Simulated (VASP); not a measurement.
# NaH (Fm-3m) in VASP: notebook

One crystal, NaH, is run at these levels: PBEsol; tasks: single point, relaxation of cell and atoms.

Everything below comes from runs of VASP 6.6.1. Logs are shortened: lines on timing, memory, paths and dates and some standing lists are left out, and cuts for length are marked.

## 1. The structure

Symmetry: Fm-3m, No. 225, cubic system. Conventional cell: a = 4.791 Å, b = 4.791 Å, c = 4.791 Å, α = 90.00°, β = 90.00°, γ = 90.00°. Na (site symmetry m-3m) is surrounded by 6 H at 2.40 Å. H (site symmetry m-3m) is surrounded by 6 Na at 2.40 Å.

## 2. Single point, PBEsol

INCAR

```
ALGO     = Normal         # electronic algorithm
EDIFF    = 1E-6           # SCF threshold, eV
ENCUT    = 520            # plane-wave cutoff, eV
GGA      = PS             # functional
ISIF     = 2              # what is computed and relaxed
ISMEAR   = 0              # smearing method
LASPH    = True           # aspherical terms in the spheres
LCHARG   = False          # write CHGCAR
LREAL    = False          # projectors in reciprocal space
LWAVE    = False          # write WAVECAR
NBANDS   = 11             # bands
NELM     = 80             # most SCF steps
PREC     = Accurate       # precision mode
SIGMA    = 0.02           # smearing width, eV
```

KPOINTS

```
k-points
0
Gamma
  8 8 8
```

POSCAR

```
NaH
1.0
    0.0000000000      2.3956890788      2.3956890788
    2.3956890788      0.0000000000      2.3956890788
    2.3956890788      2.3956890788      0.0000000000
Na H
1 1
Direct
    0.0000000000      0.0000000000      0.0000000000
    0.5000000000      0.5000000000      0.5000000000
```

Potentials or basis: VASP PAW PBE potentials, release 64 (Na_pv, H).

Launch:

```bash
$ cat potpaw_PBE.64/Na_pv/POTCAR potpaw_PBE.64/H/POTCAR > POTCAR
$ mpirun -np 1 vasp_std > vasp.out
```

OUTCAR:

```text
EDIFF = 1E-6
   ENCUT = 520
   GGA = PS
   ISIF = 2
   ISMEAR = 0
   LASPH = True
   LREAL = False
   NELM = 80
   PREC = Accurate

 ion  position               nearest neighbor table
   1  0.000  0.000  0.000-
   2  0.500  0.500  0.500-

  LATTYP: Found a face centered cubic cell.
 ALAT       =     4.7913781576

  Lattice vectors:

 A1 = (   0.0000000000,   2.3956890788,   2.3956890788)
 A2 = (   2.3956890788,   0.0000000000,   2.3956890788)
 A3 = (   2.3956890788,   2.3956890788,   0.0000000000)

Analysis of symmetry for initial positions (statically):
=====================================================================
 Subroutine PRICEL returns:
 Original cell was already a primitive cell.

 Routine SETGRP: Setting up the symmetry group for a
 face centered cubic supercell.

 Subroutine GETGRP returns: Found 48 space group operations
 (whereof 48 operations were pure point group operations)
 out of a pool of 48 trial point group operations.

The static configuration has the point symmetry O_h .

Analysis of symmetry for dynamics (positions and initial velocities):
=====================================================================
 Subroutine PRICEL returns:
 Original cell was already a primitive cell.

 Routine SETGRP: Setting up the symmetry group for a
 face centered cubic supercell.

 Subroutine GETGRP returns: Found 48 space group operations
 (whereof 48 operations were pure point group operations)
 out of a pool of 48 trial point group operations.

The dynamic configuration has the point symmetry O_h .

 Subroutine INISYM returns: Found 48 space group operations
 (whereof 48 operations are pure point group operations),
 and found     1 'primitive' translations

----------------------------------------------------------------------------------------

                                     Primitive cell

  volume of cell :      27.4993

  direct lattice vectors                    reciprocal lattice vectors
     0.000000000  2.395689079  2.395689079    -0.208708219  0.208708219  0.208708219
     2.395689079  0.000000000  2.395689079     0.208708219 -0.208708219  0.208708219
     2.395689079  2.395689079  0.000000000     0.208708219  0.208708219 -0.208708219

  length of vectors
     3.388015986  3.388015986  3.388015986     0.361493239  0.361493239  0.361493239
[... 87 lines left out ...]
   ISIF   =      2    stress and relaxation
   ISYM   =      2    0-nonsym 1-usesym 2-fastsym
   POTIM  = 0.5000    time-step for ionic-motion
   TEBEG  =    0.0;   TEEND  =   0.0 temperature during run
   PSTRESS=    0.0 pullay stress
   NELECT =       8.0000    total number of electrons
   NUPDOWN=      -1.0000    fix difference up-down
   EMIN   =  10.00;   EMAX   =-10.00  energy-range for DOS
   EFERMI =   0.00;   METHOD = LEGACY
   ISMEAR =     0;   SIGMA  =   0.02  broadening in eV -4-tet -1-fermi 0-gaus
   EFERMI_NEDOS =   21; number of points for ismear=-14 and -15
   IALGO  =     38    algorithm
   IMIX   =      4    mixing-type and parameters
     AMIX     =   0.40;   BMIX     =  1.00
     AMIX_MAG =   1.60;   BMIX_MAG =  1.00
  volume/ion in A,a.u.               =      13.75        92.79
  Fermi-wavevector in a.u.,A,eV,Ry     =   1.084753  2.049887 16.009840  1.176690
  Thomas-Fermi vector in A             =   2.220851
   LORBIT       =      0    0 simple, 1 ext, 2 COOP (PROOUT), +10 PAW based schemes
   GGA     = PS    functional components
   LHFCALC =     F    Hartree Fock is set to
   AEXX    =    0.0000 exact exchange contribution
   IVDW    =     0    specifies the selected vdW correction
   LEPSILON=     F    determine dielectric tensor
   LRPA    =     F    only Hartree local field effects (RPA)
 non-spin polarized calculation
 Gauss-broadening in eV      SIGMA  =   0.02
  energy-cutoff  :      520.00
  volume of cell :       27.50
 maximum number of plane-waves:       754
 NGX is ok and might be reduce to    28
   NGX = 13   NGY = 13   NGZ = 13

 number of electron       7.9999992 magnetization

 Free energy of the ion-electron system (eV)
  ---------------------------------------------------
  ext. energy  EPLUGINS =         0.00000000
  ---------------------------------------------------
  free energy    TOTEN  =        -5.08592229 eV

  energy without entropy =       -5.08592229  energy(sigma->0) =       -5.08592229

 E-fermi :  -0.8298     XC(G=0):  -7.9780

 val. band max:       -1.0113037038   @ k =  -0.2500   0.5000   0.2500
 cond. band min:       2.5930498880   @ k =   0.5000   0.0000   0.0000
 fundamental gap:      3.6043535918
 Fermi energy:        -0.8297954973

 k-point     1 :       0.0000    0.0000    0.0000
  band No.  band energies     occupation
      1     -22.9669      2.00000
      2     -22.9669      2.00000
      3     -22.9669      2.00000
      4      -4.8092      2.00000
      5       9.6298      0.00000
      6      14.5761      0.00000
      7      14.5761      0.00000
      8      14.5761      0.00000
      9      15.5877      0.00000
     10      15.5877      0.00000
     11      15.5877      0.00000
[... 309 lines left out ...]
 k-point    24 :      -0.3750    0.2500    0.1250
  band No.  band energies     occupation
      1     -23.0561      2.00000
      2     -23.0056      2.00000
      3     -22.9879      2.00000
      4      -1.5284      2.00000
      5       3.3854      0.00000
      6       6.7147      0.00000
      7      10.0082      0.00000
      8      14.0072      0.00000
      9      15.2194      0.00000
     10      18.4971      0.00000
     11      20.6441      0.00000

 [... further k-points ...]

------------------------ aborting loop because EDIFF is reached ----------------------------------------

  FORCE on cell =-STRESS in cart. coord.  units (eV):
  Direction    XX          YY          ZZ          XY          YZ          ZX
  --------------------------------------------------------------------------------------
  -------------------------------------------------------------------------------------
  Total       -0.0028566     -0.0028566     -0.0028566      0.0000000      0.0000000      0.0000000
  in kB       -0.1664326     -0.1664326     -0.1664326      0.0000000      0.0000000      0.0000000
  external PRESSURE =      -0.1664326 kB  Pullay stress =       0.0000000 kB

 VOLUME and BASIS-vectors are now :
 -----------------------------------------------------------------------------
  energy-cutoff  :      520.00
  volume of cell :       27.50
      direct lattice vectors                 reciprocal lattice vectors
     0.000000000  2.395689079  2.395689079    -0.208708219  0.208708219  0.208708219
     2.395689079  0.000000000  2.395689079     0.208708219 -0.208708219  0.208708219
     2.395689079  2.395689079  0.000000000     0.208708219  0.208708219 -0.208708219

 POSITION                                       TOTAL-FORCE (eV/Angst)
 -----------------------------------------------------------------------------------
      0.00000      0.00000      0.00000        -0.000000      0.000000      0.000000
      2.39569      2.39569      2.39569         0.000000     -0.000000     -0.000000
 -----------------------------------------------------------------------------------
    total drift:                               -0.000000     -0.000000     -0.000000

  FREE ENERGIE OF THE ION-ELECTRON SYSTEM (eV)
  ---------------------------------------------------
  free  energy   TOTEN  =        -5.0859222949 eV

  energy  without entropy=       -5.0859222949  energy(sigma->0) =       -5.08592229
```

stdout:

```text
POSCAR found type information on POSCAR NaH
 POSCAR found :  2 types and       2 ions
 scaLAPACK will be used
 -----------------------------------------------------------------------------
|                                                                             |
|                                                                             |
|     You enforced a specific xc type in the INCAR file but a different       |
|     I HOPE YOU KNOW WHAT YOU ARE DOING!                                     |
|                                                                             |
 -----------------------------------------------------------------------------

 LDA part: xc-table for (Slater+PW92), standard interpolation
 POSCAR, INCAR and KPOINTS ok, starting setup
 FFT: planning ... GRIDC
 FFT: planning ... GRID_SOFT
 FFT: planning ... GRID
 WAVECAR not read
 entering main loop
```

It took 4 s on 1 thread of Intel Xeon 6975P-C (Granite Rapids), shared host; peak memory 0.15 GiB.

What came out:

- Free energy: -5.0859 eV
- Pressure: 0.0 GPa
- Band gap on the k mesh: 3.60 eV, indirect (least direct gap 4.51 eV)

Caveat: the PAW data sets were made with another functional, which shifts forces and pressure a little. A k mesh can miss the band edges.

## 3. Relaxation of cell and atoms, PBEsol

This run uses another cell than the first one, of 14.53 Å³/atom, 1.057 times its volume.

INCAR

```
SYSTEM = NaH
PREC = Accurate
ENCUT = 600
EDIFF = 1E-6
ISMEAR = 0
SIGMA = 0.02
LREAL = .False.
LASPH = .True.
NELM = 100
ALGO = Normal
ISIF = 3
LWAVE = .False.
LCHARG = .False.
GGA = PS
IBRION = 2
NSW = 100
EDIFFG = -0.005
```

KPOINTS

```
Automatic mesh
0
Gamma
  8 8 8
  0 0 0
```

POSCAR

```
NaH
1.0
    0.0000000000      2.4400000000      2.4400000000
    2.4400000000      0.0000000000      2.4400000000
    2.4400000000      2.4400000000      0.0000000000
Na H
1 1
Direct
    0.0000000000      0.0000000000      0.0000000000
    0.5000000000      0.5000000000      0.5000000000
```

Potentials or basis: VASP PAW PBE potentials, release 64 (Na_pv, H).

Launch:

```bash
$ cat potpaw_PBE.64/Na_pv/POTCAR potpaw_PBE.64/H/POTCAR > POTCAR
$ mpirun -np 1 vasp_std > vasp.out
```

Wall time 8.4 s (1 thread of Intel Xeon 6975P-C (Granite Rapids), shared host); peak memory 0.15 GiB.

The run converged. Its results:

```
Free energy                            : -5.0866 eV
Relaxed volume                         : 13.76 Å³/atom
Relaxed cell                           : a = 3.389 Å, b = 3.389 Å, c = 3.389 Å, α = 60.00°, β = 60.00°, γ = 60.00°
Space group after relaxing (to 0.05 Å) : Fm-3m (No. 225)
Energy gained by relaxing              : 2.9 meV/atom
Ionic steps                            : 4
Pressure after relaxing                : 0.0 GPa
Band gap on the k mesh                 : 3.60 eV, indirect (least direct gap 4.51 eV)
```

Step by step:
| step | energy change (eV) | largest force (eV/Å) | pressure (GPa) | volume (Å³) |
| --- | --- | --- | --- | --- |
| 1 | 0.0000 | 0.0000 | -1.18 | 29.05 |
| 2 | -0.0029 | 0.0000 | -0.84 | 28.60 |
| 3 | -0.0056 | 0.0000 | -0.25 | 27.83 |
| 4 | -0.0058 | 0.0000 | 0.02 | 27.52 |

Final structure:
```
Na H
1.0
     0.00000    2.39620    2.39620
     2.39620    0.00000    2.39620
     2.39620    2.39620    0.00000
Na H
1 1
Cartesian
  2.3962 4.7924 2.3962
  2.3962 2.3962 2.3962
```

Levels at points of the mesh, in eV from the valence-band top:
| k point | band 1 | band 2 | band 3 | band 4 | band 5 | band 6 | band 7 | band 8 |
| --- | --- | --- | --- | --- | --- | --- | --- | --- |
| (0.00, 0.00, 0.00) | -21.96 | -21.96 | -21.96 | -3.80 | 10.63 | 15.58 | 15.58 | 15.58 |
| (0.50, 0.00, 0.00) | -22.06 | -21.97 | -21.97 | -0.91 | 3.60 | 10.80 | 13.38 | 13.38 |
| (0.50, 0.50, 0.00) | -22.05 | -21.99 | -21.99 | -0.19 | 4.46 | 9.87 | 10.65 | 10.65 |

Caveat: the PAW data sets were made with another functional, which shifts forces and pressure a little.

## 4. Single point, PBEsol (cell and atoms relaxed tightly for response)

INCAR

```
PREC     = Accurate       # precision mode
ENCUT    = 520            # plane-wave cutoff, eV
EDIFF    = 1E-6           # SCF threshold, eV
ISMEAR   = 0              # smearing method
SIGMA    = 0.01           # smearing width, eV
LREAL    = False          # projectors in reciprocal space
LASPH    = True           # aspherical terms in the spheres
NELM     = 80             # most SCF steps
ALGO     = Fast           # electronic algorithm
ISIF     = 2              # what is computed and relaxed
LWAVE    = False          # write WAVECAR
LCHARG   = False          # write CHGCAR
GGA      = PS             # functional
NBANDS   = 11             # bands
```

KPOINTS

```
Automatic mesh
0
Gamma
  8 8 8
```

POSCAR

```
NaH
1.0
    0.0000000000      2.3956890788      2.3956890788
    2.3956890788      0.0000000000      2.3956890788
    2.3956890788      2.3956890788      0.0000000000
Na H
1 1
Direct
    0.0000000000      0.0000000000      0.0000000000
    0.5000000000      0.5000000000      0.5000000000
```

Launch:

```bash
$ cat potpaw_PBE.64/Na_pv/POTCAR potpaw_PBE.64/H/POTCAR > POTCAR
$ mpirun -np 1 vasp_std > vasp.out
```

Wall time 5.3 s (1 thread of Intel Xeon 6975P-C (Granite Rapids), shared host); peak memory 0.14 GiB.

The run converged. Its results:

```yaml
Free_energy: -5.0859 eV
Pressure: 0.0 GPa
Band_gap_on_the_k_mesh: 3.60 eV, indirect (least direct gap 4.51 eV)
```

Levels at points of the mesh, in eV from the valence-band top:
| k point | band 1 | band 2 | band 3 | band 4 | band 5 | band 6 | band 7 | band 8 | band 9 |
| --- | --- | --- | --- | --- | --- | --- | --- | --- | --- |
| (0.00, 0.00, 0.00) | -21.96 | -21.96 | -21.96 | -3.80 | 10.64 | 15.59 | 15.59 | 15.59 | 16.60 |
| (0.50, 0.00, 0.00) | -22.06 | -21.97 | -21.97 | -0.91 | 3.60 | 10.80 | 13.39 | 13.39 | 16.46 |
| (0.50, 0.50, 0.00) | -22.05 | -21.99 | -21.99 | -0.19 | 4.46 | 9.87 | 10.66 | 10.66 | 11.97 |

Caveat: the PAW data sets were made with another functional, which shifts forces and pressure a little. A k mesh can miss the band edges.

## 5. Summary

```csv
task,cell,cutoff (eV),smearing,gap on the mesh (eV),pressure (GPa)
single point,"Fm-3m, 13.75 Å³/atom",520,gaussian 0.02 eV,3.60,0.0
relaxation of cell and atoms,relaxed,600,gaussian 0.02 eV,3.60,0.0
single point,cell and atoms relaxed tightly for response,520,gaussian 0.01 eV,3.60,0.0
```

Alike in all rows: level PBEsol; potentials or basis VASP PAW PBE potentials, release 64 (Na_pv, H); no spin polarisation; k mesh 8 × 8 × 8.

Caveats: the PAW data sets were made with another functional, which shifts forces and pressure a little.

Total energies depend on the potentials used, so only differences within one code and one set of settings carry meaning.
